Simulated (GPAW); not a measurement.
Here is a GPAW 26.7.0 calculation.

Contents of run.py:

```python
import numpy as np
from ase.dft.bandgap import bandgap
from ase.io import write
from ase.spacegroup import crystal
from ase.units import GPa
from gpaw import GPAW, PW
from gpaw.spinorbit import soc_eigenstates

# Pb 4a
# Te 4b
atoms = crystal(['Pb', 'Te'],
                basis=[[0.0, 0.0, 0.0],
                       [0.5, 0.0, 0.0]],
                spacegroup=225, setting=1,  # Fm-3m
                cellpar=[6.462, 6.462, 6.462, 90.0, 90.0, 90.0],
                primitive_cell=True)

calc = GPAW(mode=PW(600),
            xc='MGGA_X_SCAN+MGGA_C_SCAN',
            kpts={'size': (6, 6, 6), 'gamma': True},
            occupations={'name': 'fermi-dirac', 'width': 0.05},
            nbands=19,
            convergence={'density': 1e-05, 'energy': 1e-05},
            maxiter=150,
            txt='gpaw.txt')
atoms.calc = calc
energy = atoms.get_potential_energy()
forces = atoms.get_forces()
stress = atoms.get_stress()
calc.write('gs.gpw')
write('result.traj', atoms)
print(f'Energy: {energy:.6f} eV')
print('Forces (eV/A):')
print(forces.round(4))
print('Stress (GPa):', (stress / GPa).round(3))
print('Fermi level:', round(calc.get_fermi_level(), 4), 'eV')
print(f'Gap: {bandgap(calc)[0]:.4f} eV, direct: {bandgap(calc, direct=True)[0]:.4f} eV')

path = atoms.cell.bandpath('GXWKGLUWLK,UX', npoints=80, eps=1e-4)
bs_calc = calc.fixed_density(kpts=path, symmetry='off', nbands=32,
                             convergence={'bands': 'CBM+6.0', 'eigenstates': 1e-6}, txt='bands.txt')
bs = bs_calc.band_structure()
bs.write('bs.json')
print(f'Gap on the path: {bandgap(bs_calc)[0]:.4f} eV')

soc = soc_eigenstates(bs_calc, theta=0, phi=0, ignore_xc_potential=True)
np.savetxt('soc_bands.dat', soc.eigenvalues(), fmt='%.4f')
mesh = soc_eigenstates('gs.gpw', theta=0, phi=0, ignore_xc_potential=True)
np.savetxt('soc_mesh.dat', mesh.eigenvalues(), fmt='%.4f')
print('Fermi level with spin-orbit coupling:', round(mesh.fermi_level, 4), 'eV')
```

Potentials or basis: GPAW PAW data sets (gpaw-data 1.2.1), pw.

Launch:

```console
$ OMP_NUM_THREADS=1 python run.py
```

Problem. What does it give for the band gap on the k mesh?

Solution. 0.22 eV, indirect (least direct gap 0.39 eV).

Problem. Estimate the pressure.

Solution. 0.5 GPa.

Levels at the corners of the path, in eV from the valence-band top:
| point | band 18 | band 19 | band 20 | band 21 | band 22 | band 23 |
| --- | --- | --- | --- | --- | --- | --- |
| Γ | -1.00 | -1.00 | -1.00 | 2.34 | 2.35 | 5.08 |
| X | -3.39 | -2.51 | -2.51 | 3.76 | 3.76 | 4.48 |
| W | -3.88 | -0.32 | -0.32 | 1.52 | 1.52 | 5.64 |
| K | -2.73 | -1.87 | -1.87 | 3.06 | 3.07 | 4.43 |
| Γ | -1.00 | -1.00 | -1.00 | 2.34 | 2.35 | 5.08 |
| L | -0.60 | -0.27 | -0.27 | 0.19 | 0.19 | 1.56 |
| U | -2.73 | -1.87 | -1.87 | 3.06 | 3.07 | 4.43 |
| W | -3.88 | -0.32 | -0.32 | 1.52 | 1.52 | 5.64 |
| L | -0.60 | -0.27 | -0.27 | 0.19 | 0.19 | 1.56 |
| K | -2.73 | -1.87 | -1.87 | 3.06 | 3.07 | 4.43 |
| U | -2.73 | -1.87 | -1.87 | 3.06 | 3.07 | 4.43 |
| X | -3.39 | -2.51 | -2.51 | 3.76 | 3.76 | 4.48 |

Caveat: spin-orbit coupling was added after a scalar SCF, so levels and gaps hold it while energy, forces, pressure and moments don't; this program's spin-orbit splittings come out too wide for heavy elements; the PAW data sets were made with another functional, which shifts forces and pressure a little.

**Experimental background.**

From a printed reference work, monograph, for a bulk crystal of TePb at 4.2 K: band gap 0.19 eV (direct).

Against the measured direct gap of TePb, 0.19 eV (direct; 4.2 K; a printed reference work, monograph), the calculated 0.30 eV is off by +0.11 eV. The value is that of SCAN, without temperature or zero-point motion.
